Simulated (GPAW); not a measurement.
# WS2 in GPAW: single point with PBE

Aim: the single point of WS2 with PBE.

All numbers are computed with GPAW 26.7.0; they aren't measurements. Logs are shortened: lines on timing, memory, paths and dates and some standing lists are left out, and cuts for length are marked. The log counts tension as positive stress, the text compression.

## Step 1: The undisturbed slab

The cell holds a slab with vacuum, 3 atoms: a = 3.184 Å, b = 3.184 Å, c = 16.951 Å, α = 90.00°, β = 90.00°, γ = 120.00°.

## Step 2: Single point, PBE (atoms moved at random, drawn with an rms of 0.05 Å)

File run.py:

```python
from ase.dft.bandgap import bandgap
from ase.io import read, write
from ase.units import GPa
from gpaw import GPAW, PW

atoms = read('WS2.xyz')

calc = GPAW(mode=PW(600),
            xc='PBE',
            kpts={'size': (10, 10, 2), 'gamma': True},
            occupations={'name': 'fermi-dirac', 'width': 0.05},
            nbands=25,
            convergence={'density': 1e-05, 'energy': 1e-05},
            maxiter=150,
            txt='gpaw.txt')
atoms.calc = calc
energy = atoms.get_potential_energy()
forces = atoms.get_forces()
stress = atoms.get_stress()
calc.write('gs.gpw')
write('result.traj', atoms)
print(f'Energy: {energy:.6f} eV')
print('Forces (eV/A):')
print(forces.round(4))
print('Stress (GPa):', (stress / GPa).round(3))
print('Fermi level:', round(calc.get_fermi_level(), 4), 'eV')
print(f'Gap: {bandgap(calc)[0]:.4f} eV, direct: {bandgap(calc, direct=True)[0]:.4f} eV')
```

File WS2.xyz:

```xyz
3
Lattice="3.1835163552 0.0000000000 0.0000000000 -1.5917581776 2.7570060369 0.0000000000 0.0000000000 0.0000000000 16.9505778900" Properties=species:S:1:pos:R:3 pbc="T T T"
W     -0.0086957749      0.0026439688     -0.0399016604
S      0.0321964927      1.8181545001      1.5742679710
S      0.0072998030      1.8154388492     15.4044309278
```

Potentials or basis: GPAW PAW data sets (gpaw-data 1.2.1), pw.

On the command line:

```console
OMP_NUM_THREADS=1 python run.py
```

gpaw.txt:

```text
__  _  _
 | _ |_)|_||  |
 |__||  | ||/\| - 26.7.0

Input parameters:
  mode=PW(ecut=600.0),
  convergence={'density': 1e-05, 'energy': 1e-05},
  kpts=MonkhorstPack(size=(10, 10, 2), gamma=True),
  maxiter=150,
  nbands=25,
  occupations=Occupations(name='fermi-dirac', width=0.05),
  xc=XC(name='PBE')

Diagonalizing LCAO Hamiltonian
Converting LCAO to pw mode

         S

         S

       W

Atoms  # Å, Bohr magnetons
|   | symbol |         x |        y |         z |    initial magnetic moments |
|---|--------|-----------|----------|-----------|-----------------------------|
| 0 |      W | -0.008696 | 0.002644 | -0.039902 | ( 0.0000,  0.0000,  0.0000) |
| 1 |      S |  0.032196 | 1.818155 |  1.574268 | ( 0.0000,  0.0000,  0.0000) |
| 2 |      S |  0.007300 | 1.815439 | 15.404431 | ( 0.0000,  0.0000,  0.0000) |

Unit cell  # Å
| periodic |         x |        y |         z |   lengths |     angles |
|----------|-----------|----------|-----------|-----------|------------|
|      yes |  3.183516 | 0.000000 |  0.000000 |  3.183516 |  90.000000 |
|      yes | -1.591758 | 2.757006 |  0.000000 |  3.183516 |  90.000000 |
|      yes |  0.000000 | 0.000000 | 16.950578 | 16.950578 | 120.000000 |

Number of symmetries: 1
Symmetry operations  # r_c * U_cc + t_c -> r_c
|   | kind |            matrix            |
|---|------|------------------------------|
| 0 |  E   |  1, 0, 0,  0, 1, 0,  0, 0, 1 |

BZ-sampling:
  Number of BZ points: 200
  Number of IBZ points: 104

  Monkhorst-Pack size: [10, 10, 2]
  Monkhorst-Pack shift: [0.05, 0.05, 0.25]

K-points  # in reciprocal-cell coordinates
|     |                                coordinates |     weight |
|-----|--------------------------------------------|------------|
|   0 | (  0.00000000,   0.00000000,   0.00000000) | 0.00500000 |
|   1 | (  0.00000000,   0.00000000,   0.50000000) | 0.00500000 |
|   2 | (  0.00000000,   0.10000000,   0.00000000) | 0.01000000 |
|   3 | (  0.00000000,   0.10000000,   0.50000000) | 0.01000000 |
|   4 | (  0.00000000,   0.20000000,   0.00000000) | 0.01000000 |
|   5 | (  0.00000000,   0.20000000,   0.50000000) | 0.01000000 |
|   6 | (  0.00000000,   0.30000000,   0.00000000) | 0.01000000 |
|   7 | (  0.00000000,   0.30000000,   0.50000000) | 0.01000000 |
|   8 | (  0.00000000,   0.40000000,   0.00000000) | 0.01000000 |
|   9 | (  0.00000000,   0.40000000,   0.50000000) | 0.01000000 |
| ... |                                            |            |
| 103 | (  0.50000000,   0.50000000,   0.50000000) | 0.00500000 |

Plane wave coefficients: 5005
Cutoff: 600.0 eV

Spin-components: 1 (collinear spins)
Bands:           25
Projectors:      16
Spin-degeneracy: 2
Datatype:        complex128

Parallelization:
  kpt:    1
  domain: 1
  band:   1

Density:
  Valence electrons: 26.0
  Components: 1
  Grid points: [18 18 96]
  Charge: 0.0  # |e|

Potential:
  Grid points: [18 18 96]

species:
  W:
    name:    Tungsten
    Z:       74.0
    valence: 14
    core:    60
    charge:  0.0  # [|e|]
    compensation charges:
      type: gauss
      rc: 0.40  # [Å]
      lmax: 2
    cutoffs:
      filter: 2.36  # [Å]
      core: 3.02  # [Å]
    projectors
    | kind |    occ | energy [eV] | rcut [Å] |
    |------|--------|-------------|----------|
    |   5s |  2.000 |     -78.830 |    1.344 |
    |   6s |  2.000 |      -5.697 |    1.344 |
    |   5p |  6.000 |     -43.233 |    1.355 |
    |   6p |  0.000 |      -1.367 |    1.355 |
    |   5d |  4.000 |      -4.494 |    1.228 |
    |    d |        |      22.717 |    1.228 |

    Using partial waves for W as LCAO basis

  S:
    name:    Sulfur
    Z:       16.0
    valence: 6
    core:    10
    charge:  0.0  # [|e|]
    compensation charges:
      type: gauss
      rc: 0.24  # [Å]
      lmax: 2
    cutoffs:
      filter: 1.77  # [Å]
      core: 1.66  # [Å]
    projectors
    | kind |    occ | energy [eV] | rcut [Å] |
    |------|--------|-------------|----------|
    |   3s |  2.000 |     -17.254 |    0.974 |
    |   3p |  4.000 |      -7.008 |    0.979 |
    |    s |        |       9.957 |    0.974 |
    |    p |        |      20.203 |    0.979 |
    |    d |        |       0.000 |    0.900 |

    Using partial waves for S as LCAO basis

Reference energy: -460486.911450  # eV

eigensolver:
  PPCG
  Converge bands: occupied
  niter=2

density mixing:
  MSR1-Mixer
  Pratt-step length: 0.05
  Maximum mixing coefficient: 0.75
  Old densities: 10
  SVD Regularization: 0.005
  Good broyden scale: 1.0
  Trust region scale: 1.0
  Backstep threshold: 4.0
  History deletion threshold: 6.0
  Fourier metric: weight=20.0, sigma=0.015

occupation numbers:
  Fermi-Dirac:
    width: 0.0500  # eV

poisson solver:
  ecut: 4800.0  # eV

xc functional:
  name: PBE with 2 nearest neighbor stencil

convergence criteria:
- Maximum integral of absolute [dens]ity change: 1e-05 electrons / valence electron
- Maximum [total energy] change in last 3 cyles: 1e-05 eV / valence electron
- Maximum integral of absolute [eigenst]ate change: 4e-08 eV^2 / valence electron
maximum number of iterations: 150

SCF iterations
|iter     | |      energy | eigst |  dens |
|---------|-|-------------|-------|-------|
|iter:   1| |  -22.544995 | +0.20 |       |
|iter:   2| |  -22.495246 | -1.51 | -1.17 |
|iter:   3| |  -22.255672 | -1.56 | -1.21 |
|iter:   4| |  -22.226263 | -2.06 | -1.56 |
|iter:   5| |  -22.214823 | -2.74 | -1.76 |
|iter:   6| |  -22.209427 | -2.98 | -2.00 |
|iter:   7| |  -22.198376 | -3.44 | -2.12 |
|iter:   8| |  -22.198399 | -4.75 | -3.07 |
|iter:   9| |  -22.198402c| -5.52 | -3.55 |
|iter:  10| |  -22.198402c| -6.17 | -4.39 |
|iter:  11| |  -22.198402c| -6.66 | -5.07c|
|iter:  12| |  -22.198402c| -7.17 | -5.62c|
|iter:  13| |  -22.198402c| -7.56c| -6.37c|

Converged in 13 steps
Energy contributions relative to reference atoms: (reference = -460486.911450)

Energy contributions:
  Kinetic:          16.582251
  Coulomb:         -18.781527
  Zero:              0.189478
  External:          0.000000
  Xc:              -20.188605
  Entropy:          -0.000000
  Spinorbit:         0.000000
  ----------------------------
  Free energy:     -22.198402
  Extrapolated:    -22.198402

dipole moment: (14.363068, -8.384653, 60.461328)  # |e|*Ang

Fermi level: 0.222
Eigenvalues  # (at kpt = [0.000, 0.000, 0.000])
| band index |      eig [eV] | occ [0-2] |
|------------|---------------|-----------|
|          0 |       -74.564 |     2.000 |
|        ... |               |           |
|          5 |       -13.861 |     2.000 |
|          6 |        -7.085 |     2.000 |
|          7 |        -3.739 |     2.000 |
|          8 |        -3.669 |     2.000 |
|          9 |        -2.857 |     2.000 |
|         10 |        -2.521 |     2.000 |
[... 8 lines left out ...]
|         19 |         4.819 |     0.000 |
|         20 |         5.959 |     0.000 |
|        ... |               |           |
|         24 |         9.671 |     0.000 |

Gap: 1.915 eV
Transition (v -> c):
  (s=0, k=1, n=12, [0.00, 0.00, 0.50]) -> (s=0, k=67, n=13, [0.30, 0.30, 0.50])
Direct/indirect transitions are different
Direct gap: 2.129 eV
Transition at: (s=0, k=66, n=12, [0.30, 0.30, 0.00])

Forces  # eV/Ang
|        x |        y |        z |
|----------|----------|----------|
|  0.57738 | -0.51767 |  1.75837 |  # W    0
| -0.37517 |  0.20802 | -0.54905 |  # S    1
| -0.20221 |  0.30965 | -1.20932 |  # S    2

Stress tensor  # eV/Ang^3
|         x |         y |         z |
|-----------|-----------|-----------|
| -0.002268 | -0.001204 |  0.002023 |
| -0.001204 | -0.004721 |  0.000878 |
|  0.002023 |  0.000878 | -0.006105 |

# Writing to gs.gpw (mode='')
```

stdout:

```text
Energy: -22.198402 eV
Forces (eV/A):
[[ 0.5774 -0.5177  1.7584]
 [-0.3752  0.208  -0.549 ]
 [-0.2022  0.3096 -1.2093]]
Stress (GPa): [-0.363 -0.756 -0.978  0.141  0.324 -0.193]
Fermi level: 0.2223 eV
Gap: 1.9152 eV, direct: 2.1290 eV
```

It took 4.6 min on 1 thread of Arm Neoverse V1, shared host; peak memory 0.49 GiB.

What came out:

```yaml
Free_energy: -22.1984 eV
Largest_force: 1.922 eV/Å
Band_gap_on_the_k_mesh: 1.92 eV, indirect (least direct gap 2.13 eV)
```

Forces in eV/Å, atoms in the order of the input:
```
W    0.577 -0.518  1.758
S   -0.375  0.208 -0.549
S   -0.202  0.310 -1.209
```

Stress tensor (GPa, compression positive):
```
 0.36  0.19 -0.32
 0.19  0.76 -0.14
-0.32 -0.14  0.98
```

Levels at points of the mesh, in eV from the valence-band top:
```tsv
k point	band 10	band 11	band 12	band 13	band 14	band 15	band 16	band 17
(0.00, 0.00, 0.00)	-2.14	-1.81	-1.47	0.00	2.57	2.81	3.17	3.20
(0.00, 0.00, 0.50)	-2.14	-1.81	-1.47	0.00	2.57	2.81	3.17	3.20
(0.00, 0.50, 0.00)	-3.44	-2.17	-1.34	-0.96	2.76	3.24	4.03	4.73
(0.00, 0.50, 0.50)	-3.44	-2.17	-1.34	-0.96	2.76	3.24	4.03	4.73
(0.50, 0.00, 0.00)	-3.47	-2.16	-1.35	-0.91	2.77	3.24	3.98	4.76
(0.50, 0.00, 0.50)	-3.47	-2.16	-1.35	-0.91	2.77	3.24	3.98	4.76
(0.50, 0.50, 0.00)	-3.56	-2.06	-1.34	-0.87	2.81	3.23	3.87	4.76
(0.50, 0.50, 0.50)	-3.56	-2.06	-1.34	-0.87	2.81	3.23	3.87	4.76
```

Caveat: spin-orbit coupling is left out, which moves the levels of the heavy elements.
